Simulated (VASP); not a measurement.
# Si (Fd-3m) in VASP: notebook

Aim: see how the results for Si move with the level of theory and the settings. Levels: PBE, HSE06, r2SCAN. Tasks: single point.

Everything below comes from runs of VASP 6.6.1. Logs are shortened: lines on timing, memory, paths and dates and some standing lists are left out, and cuts for length are marked.

## Step 1: Starting point

It takes space group Fd-3m (No. 227, cubic). The conventional cell has a = 5.444 Å, b = 5.444 Å, c = 5.444 Å, α = 90.00°, β = 90.00°, γ = 90.00°. Around Si (site symmetry -43m) lie 4 Si at 2.36 Å.

The cell was built by a generator and needn't be a form met in nature.

## Step 2: Single point, PBE

Contents of INCAR:

```
SYSTEM = Si
PREC = Accurate
ENCUT = 520
EDIFF = 1E-6
ISMEAR = -1
SIGMA = 0.02
LREAL = .FALSE.
LASPH = .TRUE.
NELM = 100
ALGO = Fast
ISIF = 2
LWAVE = .FALSE.
LCHARG = .TRUE.
GGA = PE
LELF = .TRUE.
LVHAR = .TRUE.
NBANDS = 11
```

Contents of KPOINTS:

```
regular mesh
0
G
  8 8 8
  0 0 0
```

Contents of POSCAR:

```
Si
1.0
    0.0000000000      2.7221188958      2.7221188958
    2.7221188958      0.0000000000      2.7221188958
    2.7221188958      2.7221188958      0.0000000000
Si
2
Direct
    0.0000000000      0.0000000000      0.0000000000
    0.2500000000      0.2500000000      0.2500000000
```

Potentials or basis: VASP PAW PBE potentials, release 64 (Si).

Command:

```console
cat potpaw_PBE.64/Si/POTCAR > POTCAR
mpirun -np 1 vasp_std > vasp.out
```

OUTCAR:

```text
SYSTEM = Si
   PREC = Accurate
   ENCUT = 520
   EDIFF = 1E-6
   ISMEAR = -1
   LREAL = .FALSE.
   LASPH = .TRUE.
   NELM = 100
   ISIF = 2
   GGA = PE

 ion  position               nearest neighbor table
   1  0.000  0.000  0.000-   2 2.36   2 2.36   2 2.36   2 2.36
   2  0.250  0.250  0.250-   1 2.36   1 2.36   1 2.36   1 2.36

  LATTYP: Found a face centered cubic cell.
 ALAT       =     5.4442377916

  Lattice vectors:

 A1 = (   0.0000000000,   2.7221188958,   2.7221188958)
 A2 = (   2.7221188958,   0.0000000000,   2.7221188958)
 A3 = (   2.7221188958,   2.7221188958,   0.0000000000)

Analysis of symmetry for initial positions (statically):
=====================================================================
 Subroutine PRICEL returns:
 Original cell was already a primitive cell.

 Routine SETGRP: Setting up the symmetry group for a
 face centered cubic supercell.

 Subroutine GETGRP returns: Found 48 space group operations
 (whereof 24 operations were pure point group operations)
 out of a pool of 48 trial point group operations.

The static configuration has the point symmetry T_d .
 The point group associated with its full space group is O_h .

Analysis of symmetry for dynamics (positions and initial velocities):
=====================================================================
 Subroutine PRICEL returns:
 Original cell was already a primitive cell.

 Routine SETGRP: Setting up the symmetry group for a
 face centered cubic supercell.

 Subroutine GETGRP returns: Found 48 space group operations
 (whereof 24 operations were pure point group operations)
 out of a pool of 48 trial point group operations.

The dynamic configuration has the point symmetry T_d .
 The point group associated with its full space group is O_h .

 Subroutine INISYM returns: Found 48 space group operations
 (whereof 24 operations are pure point group operations),
 and found     1 'primitive' translations

----------------------------------------------------------------------------------------

                                     Primitive cell

  volume of cell :      40.3414

  direct lattice vectors                    reciprocal lattice vectors
     0.000000000  2.722118896  2.722118896    -0.183680441  0.183680441  0.183680441
     2.722118896  0.000000000  2.722118896     0.183680441 -0.183680441  0.183680441
     2.722118896  2.722118896  0.000000000     0.183680441  0.183680441 -0.183680441

  length of vectors
     3.849657461  3.849657461  3.849657461     0.318143857  0.318143857  0.318143857

  position of ions in fractional coordinates (direct lattice)
     0.000000000  0.000000000  0.000000000
     0.250000000  0.250000000  0.250000000

  ion indices of the primitive-cell ions
   primitive index   ion index
                 1           1
                 2           2

----------------------------------------------------------------------------------------

 KPOINTS: regular mesh

Automatic generation of k-mesh.
 Grid dimensions read from file:
 generate k-points for:    8    8    8

 Generating k-lattice:

  Cartesian coordinates                     Fractional coordinates (reciprocal lattice)
    -0.022960055  0.022960055  0.022960055     0.125000000  0.000000000  0.000000000
     0.022960055 -0.022960055  0.022960055     0.000000000  0.125000000  0.000000000
     0.022960055  0.022960055 -0.022960055     0.000000000  0.000000000  0.125000000

  Length of vectors
     0.039767982  0.039767982  0.039767982

  Shift w.r.t. Gamma in fractional coordinates (k-lattice)
     0.000000000  0.000000000  0.000000000

 Subroutine IBZKPT returns following result:
 ===========================================

 Found     29 irreducible k-points:

 Following reciprocal coordinates:
            Coordinates               Weight
  0.000000  0.000000  0.000000      1.000000
  0.125000  0.000000  0.000000      8.000000
  0.250000  0.000000  0.000000      8.000000
  0.375000  0.000000  0.000000      8.000000
  0.500000  0.000000  0.000000      4.000000
  0.125000  0.125000  0.000000      6.000000
[... 16 lines left out ...]
  0.500000  0.250000  0.125000     48.000000
 -0.375000  0.250000  0.125000     24.000000
 [... further k-points ...]
   k-points           NKPTS =     29   k-points in BZ     NKDIM =     29   number of bands    NBANDS=     11
   number of dos      NEDOS =    301   number of ions     NIONS =      2
   total plane-waves  NPLWV =  27000
   dimension x,y,z NGX =    30 NGY =   30 NGZ =   30
   dimension x,y,z NGXF=    60 NGYF=   60 NGZF=   60
   ions per type =               2
   NGX,Y,Z   is equivalent  to a cutoff of  12.96, 12.96, 12.96 a.u.
   NGXF,Y,Z  is equivalent  to a cutoff of  25.91, 25.91, 25.91 a.u.
 SYSTEM =  Si
   PREC   = accura    normal or accurate (medium, high low for compatibility)
   ISTART =      0    job   : 0-new  1-cont  2-samecut
   ICHARG =      2    charge: 1-file 2-atom 10-const
   ISPIN  =      1    spin polarized calculation?
   LNONCOLLINEAR =      F non collinear calculations
   LSORBIT =      F    spin-orbit coupling
   LASPH  =      T    aspherical Exc in radial PAW
   ENCUT  =  520.0 eV  38.22 Ry    6.18 a.u.   7.16  7.16  7.16*2*pi/ulx,y,z
   NELM   =    100;   NELMIN=  2; NELMDL= -5     # of ELM steps
   EDIFF  = 0.1E-05   stopping-criterion for ELM
   LREAL  =      F    real-space projection
   EDIFFG = 0.1E-04   stopping-criterion for IOM
   NSW    =      0    number of steps for IOM
   IBRION =     -1    ionic relax: 0-MD 1-quasi-New 2-CG
   NFREE  =      0    steps in history (QN), initial steepest desc. (CG)
   ISIF   =      2    stress and relaxation
   ISYM   =      2    0-nonsym 1-usesym 2-fastsym
   POTIM  = 0.5000    time-step for ionic-motion
   TEBEG  =    0.0;   TEEND  =   0.0 temperature during run
   PSTRESS=    0.0 pullay stress
   NELECT =       8.0000    total number of electrons
   NUPDOWN=      -1.0000    fix difference up-down
   EMIN   =  10.00;   EMAX   =-10.00  energy-range for DOS
   EFERMI =   0.00;   METHOD = LEGACY
   ISMEAR =    -1;   SIGMA  =   0.02  broadening in eV -4-tet -1-fermi 0-gaus
   EFERMI_NEDOS =   21; number of points for ismear=-14 and -15
   IALGO  =     68    algorithm
   IMIX   =      4    mixing-type and parameters
     AMIX     =   0.40;   BMIX     =  1.00
     AMIX_MAG =   1.60;   BMIX_MAG =  1.00
  volume/ion in A,a.u.               =      20.17       136.12
  Fermi-wavevector in a.u.,A,eV,Ry     =   0.954672  1.804069 12.400344  0.911400
  Thomas-Fermi vector in A             =   2.083440
   LORBIT       =      0    0 simple, 1 ext, 2 COOP (PROOUT), +10 PAW based schemes
   GGA     = PE    functional components
   LHFCALC =     F    Hartree Fock is set to
   AEXX    =    0.0000 exact exchange contribution
   IVDW    =     0    specifies the selected vdW correction
   LEPSILON=     F    determine dielectric tensor
   LRPA    =     F    only Hartree local field effects (RPA)
 non-spin polarized calculation
 RMM-DIIS sequential band-by-band and
  energy-cutoff  :      520.00
  volume of cell :       40.34
 maximum number of plane-waves:      1106
 NGX is ok and might be reduce to    30
   NGX = 15   NGY = 15   NGZ = 15

 number of electron       8.0000001 magnetization

 Free energy of the ion-electron system (eV)
  ---------------------------------------------------
  ext. energy  EPLUGINS =         0.00000000
  ---------------------------------------------------
  free energy    TOTEN  =       -10.84397876 eV

  energy without entropy =      -10.84397876  energy(sigma->0) =      -10.84397876

 E-fermi :   6.0595     XC(G=0):  -9.3789

 val. band max:        5.7523399262   @ k =   0.0000   0.0000   0.0000
 cond. band min:       6.3804053642   @ k =   0.3750   0.3750   0.0000
 fundamental gap:      0.6280654380
 Fermi energy:         6.0595243448

 k-point     1 :       0.0000    0.0000    0.0000
  band No.  band energies     occupation
      1      -6.1541      2.00000
      2       5.7523      2.00000
      3       5.7523      2.00000
      4       5.7523      2.00000
      5       8.3143      0.00000
      6       8.3143      0.00000
      7       8.3143      0.00000
      8       9.0402      0.00000
      9      13.4677      0.00000
     10      13.4677      0.00000
     11      13.6823      0.00000

 k-point     2 :       0.1250    0.0000    0.0000
  band No.  band energies     occupation
      1      -5.9513      2.00000
      2       4.1579      2.00000
      3       5.4660      2.00000
      4       5.4660      2.00000
      5       8.2356      0.00000
      6       8.7353      0.00000
      7       8.7353      0.00000
      8      10.4027      0.00000
      9      12.9893      0.00000
     10      12.9893      0.00000
     11      14.4651      0.00000

 k-point     3 :       0.2500    0.0000    0.0000
  band No.  band energies     occupation
      1      -5.3597      2.00000
      2       1.8419      2.00000
      3       4.9986      2.00000
      4       4.9986      2.00000
      5       7.7582      0.00000
      6       9.2531      0.00000
      7       9.2531      0.00000
      8      12.6143      0.00000
      9      12.9441      0.00000
     10      12.9441      0.00000
     11      14.7243      0.00000
[... 267 lines left out ...]
 k-point    23 :       0.5000    0.2500    0.1250
  band No.  band energies     occupation
      1      -3.9519      2.00000
      2      -0.0675      2.00000
      3       2.4563      2.00000
      4       3.8394      2.00000
      5       8.6258      0.00000
      6       9.2982      0.00000
      7      10.7572      0.00000
      8      11.6677      0.00000
      9      14.7415      0.00000
     10      15.4483      0.00000
     11      17.7183      0.00000

 k-point    24 :      -0.3750    0.2500    0.1250
  band No.  band energies     occupation
      1      -3.3060      2.00000
      2      -1.0033      2.00000
      3       2.3266      2.00000
      4       3.6122      2.00000
      5       8.8052      0.00000
      6       8.8892      0.00000
      7      11.6411      0.00000
      8      12.8506      0.00000
      9      13.1180      0.00000
     10      16.3081      0.00000
     11      17.4017      0.00000

 [... further k-points ...]

------------------------ aborting loop because EDIFF is reached ----------------------------------------

  FORCE on cell =-STRESS in cart. coord.  units (eV):
  Direction    XX          YY          ZZ          XY          YZ          ZX
  --------------------------------------------------------------------------------------
  -------------------------------------------------------------------------------------
  Total        0.3095161      0.3095161      0.3095161      0.0000000      0.0000000      0.0000000
  in kB       12.2925651     12.2925651     12.2925651      0.0000000      0.0000000      0.0000000
  external PRESSURE =      12.2925651 kB  Pullay stress =       0.0000000 kB

 VOLUME and BASIS-vectors are now :
 -----------------------------------------------------------------------------
  energy-cutoff  :      520.00
  volume of cell :       40.34
      direct lattice vectors                 reciprocal lattice vectors
     0.000000000  2.722118896  2.722118896    -0.183680441  0.183680441  0.183680441
     2.722118896  0.000000000  2.722118896     0.183680441 -0.183680441  0.183680441
     2.722118896  2.722118896  0.000000000     0.183680441  0.183680441 -0.183680441

 POSITION                                       TOTAL-FORCE (eV/Angst)
 -----------------------------------------------------------------------------------
      0.00000      0.00000      0.00000         0.000000     -0.000000      0.000000
      1.36106      1.36106      1.36106        -0.000000      0.000000     -0.000000
 -----------------------------------------------------------------------------------
    total drift:                                0.000000     -0.000000     -0.000000

  FREE ENERGIE OF THE ION-ELECTRON SYSTEM (eV)
  ---------------------------------------------------
  free  energy   TOTEN  =       -10.8439787648 eV

  energy  without entropy=      -10.8439787631  energy(sigma->0) =      -10.84397876
```

It took 19 s on 1 thread of Intel Xeon Platinum 8488C (Sapphire Rapids), shared host; peak memory 0.15 GiB.

What came out:

| Quantity | Value |
| --- | --- |
| Free energy | -10.8440 eV |
| Pressure | 1.2 GPa |
| Band gap on the k mesh | 0.63 eV, indirect (least direct gap 2.56 eV) |

[end of part 1 of 2]
